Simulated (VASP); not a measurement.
# Sb (R-3m) in VASP: notebook, part 2 of 3

VASP 6.6.1. Earlier steps stand in the parts before.

## Step 4: Relaxation of cell and atoms, LDA

Contents of INCAR:

```
SYSTEM = Sb
ALGO     = Normal         ! electronic algorithm
EDIFF    = 1E-6           ! SCF threshold, eV
EDIFFG   = -0.01          ! ionic threshold
ENCUT    = 600            ! plane-wave cutoff, eV
GGA      = CA             ! functional
IBRION   = 2              ! ionic algorithm
ISIF     = 3              ! what is computed and relaxed
ISMEAR   = 0              ! smearing method
LASPH    = .TRUE.         ! aspherical terms in the spheres
LCHARG   = .FALSE.        ! write CHGCAR
LREAL    = .FALSE.        ! projectors in reciprocal space
LWAVE    = .FALSE.        ! write WAVECAR
NELM     = 80             ! most SCF steps
NSW      = 90             ! ionic steps
PREC     = Accurate       ! precision mode
SIGMA    = 0.03           ! smearing width, eV
```

Contents of KPOINTS:

```
k-points
0
G
  9 9 9
  0 0 0
```

Contents of POSCAR:

```
Sb
1.0
    2.1542000000      1.2437279499      3.7580000000
   -2.1542000000      1.2437279499      3.7580000000
    0.0000000000     -2.4874558998      3.7580000000
Sb
2
Direct
    0.2334900000      0.2334900000      0.2334900000
    0.7665100000      0.7665100000      0.7665100000
```

Potentials or basis: VASP PAW LDA potentials, release 64 (Sb).

The run is started by

```bash
> cat potpaw_LDA.64/Sb/POTCAR > POTCAR
> mpirun -np 1 vasp_std > vasp.out
```

OUTCAR:

```text
SYSTEM = Sb
   EDIFF = 1E-6
   EDIFFG = -0.01
   ENCUT = 600
   GGA = CA
   IBRION = 2
   ISIF = 3
   ISMEAR = 0
   LASPH = .TRUE.
   LREAL = .FALSE.
   NELM = 80
   NSW = 90
   PREC = Accurate

 ion  position               nearest neighbor table
   1  0.233  0.233  0.233-   2 2.91   2 2.91   2 2.91   2 3.35   2 3.35   2 3.35
   2  0.767  0.767  0.767-   1 2.91   1 2.91   1 2.91   1 3.35   1 3.35   1 3.35

  LATTYP: Found a trigonal (rhomboedric) cell.
 ALAT       =     4.5066618304
 COS(alpha) =     0.5430253624

  Lattice vectors:

 A1 = (   2.1542000000,   1.2437279499,   3.7580000000)
 A2 = (  -2.1542000000,   1.2437279499,   3.7580000000)
 A3 = (   0.0000000000,  -2.4874558998,   3.7580000000)

Analysis of symmetry for initial positions (statically):
=====================================================================
 Subroutine PRICEL returns:
 Original cell was already a primitive cell.

 Routine SETGRP: Setting up the symmetry group for a
 trigonal (rhombohedral) supercell.

 Subroutine GETGRP returns: Found 12 space group operations
 (whereof 12 operations were pure point group operations)
 out of a pool of 12 trial point group operations.

The static configuration has the point symmetry D_3d.
[... 173 lines left out ...]
  external PRESSURE =      -8.5277837 kB  Pullay stress =       0.0000000 kB
[... 275 lines left out ...]
--------------------------------------- Ionic step        9  -------------------------------------------

 number of electron      10.0000000 magnetization

 Free energy of the ion-electron system (eV)
  ---------------------------------------------------
  ext. energy  EPLUGINS =         0.00000000
  ---------------------------------------------------
  free energy    TOTEN  =        -9.63257297 eV

  energy without entropy =       -9.63234154  energy(sigma->0) =       -9.63245725

 E-fermi :   7.4436     XC(G=0):  -9.8470

 val. band max:        7.4234577102   @ k =   0.3333   0.1111   0.1111
 cond. band min:       7.4599189462   @ k =   0.4444  -0.0000  -0.0000
 fundamental gap:      0.0364612360
 Fermi energy:         7.4435526345

 k-point     1 :       0.0000    0.0000    0.0000
  band No.  band energies     occupation
      1      -5.4105      2.00000
      2       2.7617      2.00000
      3       5.4772      2.00000
      4       5.6194      2.00000
      5       5.6194      2.00000
      6       9.7977      0.00000
      7      10.2902      0.00000
      8      10.2902      0.00000
      9      12.4050      0.00000
[... 265 lines left out ...]
 k-point    24 :       0.4444    0.4444   -0.0000
  band No.  band energies     occupation
      1      -3.1077      2.00000
      2      -0.3841      2.00000
      3       2.0148      2.00000
      4       3.7032      2.00000
      5       3.7296      2.00000
      6       9.0814      0.00000
      7      12.4649      0.00000
      8      12.8717      0.00000
      9      14.1666      0.00000

 [... further k-points ...]

------------------------ aborting loop because EDIFF is reached ----------------------------------------

  FORCE on cell =-STRESS in cart. coord.  units (eV):
  Direction    XX          YY          ZZ          XY          YZ          ZX
  --------------------------------------------------------------------------------------
  -------------------------------------------------------------------------------------
  Total        0.0004669      0.0004669     -0.0085562      0.0000000      0.0000000      0.0000000
  in kB        0.0127465      0.0127465     -0.2335789      0.0000000      0.0000000      0.0000000
  external PRESSURE =      -0.0693620 kB  Pullay stress =       0.0000000 kB
[... 17 lines left out ...]
  FREE ENERGIE OF THE ION-ELECTRON SYSTEM (eV)
  ---------------------------------------------------
  free  energy   TOTEN  =        -9.6325729734 eV

  energy  without entropy=       -9.6323415358  energy(sigma->0) =       -9.63245725

 reached required accuracy - stopping structural energy minimisation
```

OSZICAR:

```text
N       E                     dE             d eps       ncg     rms          rms(c)
DAV:   1     0.449098282750E+02    0.44910E+02   -0.39885E+03  1530   0.980E+02
DAV:   2    -0.757860586140E+01   -0.52488E+02   -0.51701E+02  2189   0.136E+02
DAV:   3    -0.962754443344E+01   -0.20489E+01   -0.20084E+01  1902   0.323E+01
DAV:   4    -0.964960714232E+01   -0.22063E-01   -0.21964E-01  1856   0.356E+00
[... 52 lines left out ...]
DAV:   4    -0.963256003881E+01    0.20574E-07   -0.12495E-07   771   0.339E-03
   8 F= -.96325600E+01 E0= -.96324374E+01  d E =-.336540E-04
       N       E                     dE             d eps       ncg     rms          rms(c)
DAV:   1    -0.963257481223E+01   -0.14753E-04   -0.39242E-04  1697   0.133E-01    0.846E-03
DAV:   2    -0.963257371950E+01    0.10927E-05   -0.11800E-05  1667   0.262E-02    0.449E-03
DAV:   3    -0.963257297337E+01    0.74613E-06   -0.24049E-06  1494   0.929E-03
   9 F= -.96325730E+01 E0= -.96324573E+01  d E =-.129346E-04
```

CONTCAR:

```text
Sb
   1.00000000000000
     2.1508629659293925    1.2418013123809823    3.6621843838337780
    -2.1508629659293925    1.2418013123809823    3.6621843838337780
    -0.0000000000000000   -2.4836026247619647    3.6621843838337780
  Sb
     2
Direct
     0.2359708715867890    0.2359708715867890    0.2359708715867890
     0.7640291284132110    0.7640291284132110    0.7640291284132110

  0.00000000E+00  0.00000000E+00  0.00000000E+00
  0.00000000E+00  0.00000000E+00  0.00000000E+00
```

Run time: 91 s. Hardware: 1 thread of Intel Xeon Platinum 8559C (Emerald Rapids), shared host; peak memory 0.2 GiB.

Results:

| Item | Value |
| --- | --- |
| Free energy | -9.6326 eV |
| Relaxed volume | 29.34 Å³/atom |
| Relaxed cell | a = 4.425 Å, b = 4.425 Å, c = 4.425 Å, α = 58.17°, β = 58.17°, γ = 58.17° |
| Space group after relaxing (to 0.05 Å) | R-3m (No. 166) |
| Energy gained by relaxing | 4.5 meV/atom |
| Ionic steps | 9 |
| Pressure after relaxing | 0.0 GPa |
| Band gap on the k mesh | 0.04 eV, indirect (least direct gap 0.44 eV) |

The path:
| step | energy change (eV) | largest force (eV/Å) | pressure (GPa) | volume (Å³) |
| --- | --- | --- | --- | --- |
| 1 | 0.0000 | 0.0938 | -0.85 | 60.41 |
| 2 | -0.0040 | 0.1745 | 0.39 | 59.02 |
| 3 | -0.0040 | 0.1658 | 0.26 | 59.16 |
| 4 | -0.0073 | 0.0937 | 0.18 | 58.93 |
| 5 | -0.0090 | 0.0032 | 0.09 | 58.60 |
| 6 | -0.0090 | 0.0029 | 0.08 | 58.58 |
| 7 | -0.0090 | 0.0097 | -0.08 | 58.76 |
| 8 | -0.0091 | 0.0070 | -0.02 | 58.69 |
| 9 | -0.0091 | 0.0011 | -0.01 | 58.69 |

Final structure:
```
CELL_PARAMETERS angstrom
2.15086 1.24180 3.66218
-2.15086 1.24180 3.66218
0.00000 -2.48360 3.66218
ATOMIC_POSITIONS crystal
Sb 0.23597 0.23597 0.23597
Sb 0.76403 0.76403 0.76403
```

Caveat: spin-orbit coupling is left out, which moves the levels of the heavy elements; an odd mesh through Γ misses points on the zone boundary, where band edges often lie. Zero-point motion and thermal expansion aren't in these numbers.

## Step 5: Relaxation of cell and atoms, LDA

This run uses another cell than the first one, of 29.34 Å³/atom, 0.971 times its volume.

INCAR, as its differences from that of step 4:

```diff
@@ -2,4 +2,4 @@
 ALGO     = Normal         ! electronic algorithm
-EDIFF    = 1E-6           ! SCF threshold, eV
-EDIFFG   = -0.01          ! ionic threshold
+EDIFF    = 1E-7           ! SCF threshold, eV
+EDIFFG   = -0.005         ! ionic threshold
 ENCUT    = 600            ! plane-wave cutoff, eV
```

KPOINTS is that of step 4.

Contents of POSCAR:

```
Sb                                      
1.0
    2.1508629659      1.2418013124      3.6621843838
   -2.1508629659      1.2418013124      3.6621843838
   -0.0000000000     -2.4836026248      3.6621843838
  Sb            
     2
Direct
     0.2359708715867890    0.2359708715867890    0.2359708715867890
     0.7640291284132110    0.7640291284132110    0.7640291284132110
```

Potentials or basis: VASP PAW LDA potentials, release 64 (Sb).

The run is started by

```bash
> cat potpaw_LDA.64/Sb/POTCAR > POTCAR
> mpirun -np 1 vasp_std > vasp.out
```

OUTCAR:

```text
SYSTEM = Sb
   EDIFF = 1E-7
   EDIFFG = -0.005
   ENCUT = 600
   GGA = CA
   IBRION = 2
   ISIF = 3
   ISMEAR = 0
   LASPH = .TRUE.
   LREAL = .FALSE.
   NELM = 80
   NSW = 90
   PREC = Accurate

 ion  position               nearest neighbor table
   1  0.236  0.236  0.236-   2 2.91   2 2.91   2 2.91   2 3.28   2 3.28   2 3.28
   2  0.764  0.764  0.764-   1 2.91   1 2.91   1 2.91   1 3.28   1 3.28   1 3.28

  LATTYP: Found a trigonal (rhomboedric) cell.
 ALAT       =     4.4249154182
 COS(alpha) =     0.5274524323

  Lattice vectors:

 A1 = (   2.1508629659,   1.2418013124,   3.6621843838)
 A2 = (  -2.1508629659,   1.2418013124,   3.6621843838)
 A3 = (   0.0000000000,  -2.4836026248,   3.6621843838)

Analysis of symmetry for initial positions (statically):
=====================================================================
 Subroutine PRICEL returns:
 Original cell was already a primitive cell.

 Routine SETGRP: Setting up the symmetry group for a
 trigonal (rhombohedral) supercell.

 Subroutine GETGRP returns: Found 12 space group operations
 (whereof 12 operations were pure point group operations)
 out of a pool of 12 trial point group operations.

The static configuration has the point symmetry D_3d.

Analysis of symmetry for dynamics (positions and initial velocities):
=====================================================================
 Subroutine PRICEL returns:
 Original cell was already a primitive cell.

 Routine SETGRP: Setting up the symmetry group for a
 trigonal (rhombohedral) supercell.

 Subroutine GETGRP returns: Found 12 space group operations
 (whereof 12 operations were pure point group operations)
 out of a pool of 12 trial point group operations.

The dynamic configuration has the point symmetry D_3d.

 Subroutine INISYM returns: Found 12 space group operations
 (whereof 12 operations are pure point group operations),
 and found     1 'primitive' translations
[... 120 lines left out ...]
   GGA     = CA    functional components
   LHFCALC =     F    Hartree Fock is set to
   AEXX    =    0.0000 exact exchange contribution
   IVDW    =     0    specifies the selected vdW correction
   LEPSILON=     F    determine dielectric tensor
   LRPA    =     F    only Hartree local field effects (RPA)
 conjugate gradient relaxation of ions
 non-spin polarized calculation
 Gauss-broadening in eV      SIGMA  =   0.03
  energy-cutoff  :      600.00
  volume of cell :       58.69
 maximum number of plane-waves:      1979
   NGX = 17   NGY = 17   NGZ = 17

 number of electron      10.0000000 magnetization

 Free energy of the ion-electron system (eV)
  ---------------------------------------------------
  ext. energy  EPLUGINS =         0.00000000
  ---------------------------------------------------
  free energy    TOTEN  =        -9.63252493 eV

  energy without entropy =       -9.63229340  energy(sigma->0) =       -9.63240916

 E-fermi :   7.4436     XC(G=0):  -9.8471

 val. band max:        7.4234612027   @ k =   0.3333   0.1111   0.1111
 cond. band min:       7.4599182521   @ k =   0.4444  -0.0000   0.0000
 fundamental gap:      0.0364570494
 Fermi energy:         7.4435579368

 k-point     1 :       0.0000    0.0000    0.0000
  band No.  band energies     occupation
      1      -5.4105      2.00000
      2       2.7617      2.00000
      3       5.4772      2.00000
      4       5.6193      2.00000
      5       5.6193      2.00000
      6       9.7978      0.00000
      7      10.2902      0.00000
      8      10.2902      0.00000
      9      12.4050      0.00000
[... 265 lines left out ...]
 k-point    24 :       0.4444    0.4444    0.0000
  band No.  band energies     occupation
      1      -3.1077      2.00000
      2      -0.3841      2.00000
      3       2.0148      2.00000
      4       3.7032      2.00000
      5       3.7296      2.00000
      6       9.0814      0.00000
      7      12.4649      0.00000
      8      12.8717      0.00000
      9      14.1666      0.00000

 [... further k-points ...]

------------------------ aborting loop because EDIFF is reached ----------------------------------------

  FORCE on cell =-STRESS in cart. coord.  units (eV):
  Direction    XX          YY          ZZ          XY          YZ          ZX
  --------------------------------------------------------------------------------------
  -------------------------------------------------------------------------------------
  Total        0.0004701      0.0004701     -0.0083577     -0.0000000     -0.0000000      0.0000000
  in kB        0.0128332      0.0128332     -0.2281605     -0.0000000     -0.0000000      0.0000000
  external PRESSURE =      -0.0674981 kB  Pullay stress =       0.0000000 kB

 VOLUME and BASIS-vectors are now :
 -----------------------------------------------------------------------------
  energy-cutoff  :      600.00
  volume of cell :       58.69
      direct lattice vectors                 reciprocal lattice vectors
     2.150862966  1.241801312  3.662184384     0.232464833  0.134213634  0.091020358
    -2.150862966  1.241801312  3.662184384    -0.232464833  0.134213634  0.091020358
     0.000000000 -2.483602625  3.662184384     0.000000000 -0.268427268  0.091020358

 POSITION                                       TOTAL-FORCE (eV/Angst)
 -----------------------------------------------------------------------------------
      0.00000      0.00000      2.59251         0.000000     -0.000000     -0.000956
      0.00000      0.00000      8.39405         0.000000      0.000000      0.000956
 -----------------------------------------------------------------------------------
    total drift:                                0.000000     -0.000000      0.000000

  FREE ENERGIE OF THE ION-ELECTRON SYSTEM (eV)
  ---------------------------------------------------
  free  energy   TOTEN  =        -9.6325249288 eV

  energy  without entropy=       -9.6322933985  energy(sigma->0) =       -9.63240916

 reached required accuracy - stopping structural energy minimisation
```

CONTCAR:

```text
Sb
   1.00000000000000
     2.1508629659000000    1.2418013124000000    3.6621843838000001
    -2.1508629659000000    1.2418013124000000    3.6621843838000001
     0.0000000000000000   -2.4836026248000000    3.6621843838000001
  Sb
     2
Direct
     0.2359708715867868    0.2359708715867868    0.2359708715867868
     0.7640291284132132    0.7640291284132132    0.7640291284132132

  0.00000000E+00  0.00000000E+00  0.00000000E+00
  0.00000000E+00  0.00000000E+00  0.00000000E+00
```

Run time: 23 s. Hardware: 1 thread of Intel Xeon Platinum 8559C (Emerald Rapids), shared host; peak memory 0.19 GiB.

What came out:

```yaml
Free_energy: -9.6325 eV
Pressure_after_relaxing: 0.0 GPa
Band_gap_on_the_k_mesh: 0.04 eV, indirect (least direct gap 0.44 eV)
```

Final structure:
```
Sb
1.0
     2.15086    1.24180    3.66218
    -2.15086    1.24180    3.66218
     0.00000   -2.48360    3.66218
Sb
2
Direct
  0.23597 0.23597 0.23597
  0.76403 0.76403 0.76403
```

Caveat: the relaxation stopped at its first step, so nothing moved; spin-orbit coupling is left out, which moves the levels of the heavy elements; an odd mesh through Γ misses points on the zone boundary, where band edges often lie.

## Step 6: Relaxation of cell and atoms, r2SCAN

Contents of INCAR:

```
SYSTEM = Sb
ALGO = Normal
EDIFF = 1E-6
EDIFFG = -0.01
ENCUT = 600
IBRION = 2
ISIF = 3
ISMEAR = 0
LASPH = .TRUE.
LCHARG = .FALSE.
LMIXTAU = .TRUE.
LREAL = .FALSE.
LWAVE = .FALSE.
METAGGA = R2SCAN
NELM = 80
NSW = 90
PREC = Accurate
SIGMA = 0.03
```

KPOINTS is that of step 5.

Contents of POSCAR:

```
Sb
1.0
    2.1542000000      1.2437279499      3.7580000000
   -2.1542000000      1.2437279499      3.7580000000
    0.0000000000     -2.4874558998      3.7580000000
Sb
2
Direct
    0.2334900000      0.2334900000      0.2334900000
    0.7665100000      0.7665100000      0.7665100000
```

Potentials or basis: VASP PAW PBE potentials, release 64 (Sb).

The run is started by

```bash
> cat potpaw_PBE.64/Sb/POTCAR > POTCAR
> mpirun -np 1 vasp_std > vasp.out
```

Run time: 14 min. Hardware: 1 thread of Intel Xeon Platinum 8488C (Sapphire Rapids), shared host; peak memory 0.26 GiB.

The run converged. Its results:

- Free energy: -51.3988 eV
- Relaxed volume: 31.52 Å³/atom
- Relaxed cell: a = 4.596 Å, b = 4.596 Å, c = 4.596 Å, α = 56.47°, β = 56.47°, γ = 56.47°
- Space group after relaxing (to 0.05 Å): R-3m (No. 166)
- Energy gained by relaxing: 6.7 meV/atom
- Ionic steps: 10
- Pressure after relaxing: 0.0 GPa
- Band gap on the k mesh: 0.14 eV, indirect (least direct gap 0.58 eV)

The path:
| step | energy change (eV) | largest force (eV/Å) | pressure (GPa) | volume (Å³) |
| --- | --- | --- | --- | --- |
| 1 | 0.0000 | 0.0558 | 1.89 | 60.41 |
| 2 | -0.0053 | 0.2301 | -1.14 | 63.58 |
| 3 | -0.0106 | 0.1162 | 0.04 | 62.24 |
| 4 | -0.0117 | 0.0795 | 0.03 | 62.40 |
| 5 | -0.0128 | 0.0020 | 0.03 | 62.74 |
| 6 | -0.0128 | 0.0167 | 0.03 | 62.82 |
| 7 | -0.0132 | 0.0049 | -0.02 | 62.98 |
| 8 | -0.0134 | 0.0062 | -0.06 | 63.11 |
| 9 | -0.0133 | 0.0124 | 0.11 | 62.95 |
| 10 | -0.0134 | 0.0017 | 0.01 | 63.04 |

Final structure:
```
Sb
1.0
     2.17431    1.25534    3.84920
    -2.17431    1.25534    3.84920
     0.00000   -2.51068    3.84920
Sb
2
Direct
  0.23187 0.23187 0.23187
  0.76813 0.76813 0.76813
```

Levels at points of the mesh, in eV from the valence-band top:
```
           k point  band 3  band 4  band 5  band 6  band 7  band 8
(0.00, 0.00, 0.00)   -2.16   -1.88   -1.88    2.01    2.71    2.71
```

Caveat: the PAW data sets were made with another functional, which shifts forces and pressure a little; spin-orbit coupling is left out, which moves the levels of the heavy elements; an odd mesh through Γ misses points on the zone boundary, where band edges often lie. Zero-point motion and thermal expansion aren't in these numbers.

(Continued in part 3 of 3.)
